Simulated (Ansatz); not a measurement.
# Ba: the cost of one run

Computed with Ansatz 0.2.0 (DFT PBE+D3(BJ), scalar-relativistic, plane waves, PAW, unless a step's input says otherwise).

1 further run of the same task is left out (set aside as unsound or not needed).

## (1) The structure to begin with

The structure is orthorhombic, space group Cmmm (No. 65). The conventional cell has a = 3.910 Å, b = 7.300 Å, c = 5.700 Å, α = 90.00°, β = 90.00°, γ = 90.00°. Ba (site symmetry mmm) has 6 Ba at 3.91 to 4.14 Å as nearest neighbours.

As a file:

```xyz
1
Lattice="1.9550 -3.6500 0.0000 1.9550 3.6500 0.0000 0.0000 0.0000 5.7000" Properties=species:S:1:pos:R:3 pbc="T T T"
Ba    0.0000    0.0000    0.0000
```

Source of the structure: the Crystallography Open Database.

## (2) A first look at the start

input.yaml reads:

```yaml
crystal:
  lattice:
    - [1.955, -3.65, 0.0]
    - [1.955, 3.65, 0.0]
    - [0.0, 0.0, 5.7]
  atoms:
    - { symbol: Ba, position: [0.0, 0.0, 0.0] }
basis:
  ecutwfc: 420
kpoints:
  mp_grid: { grid: [6, 6, 4] }
hamiltonian:
  xc: pbe
  dispersion: d3bj
scf:
  occupations: { method: gaussian, width: 0.1 }
output:
  forces: true
  stress: true
  eigenvalues: true
```

Q: Estimate wall time and peak memory on 1 thread of an Arm CPU, shared host.

About 1.6 s, with a peak of 0.32 GiB.
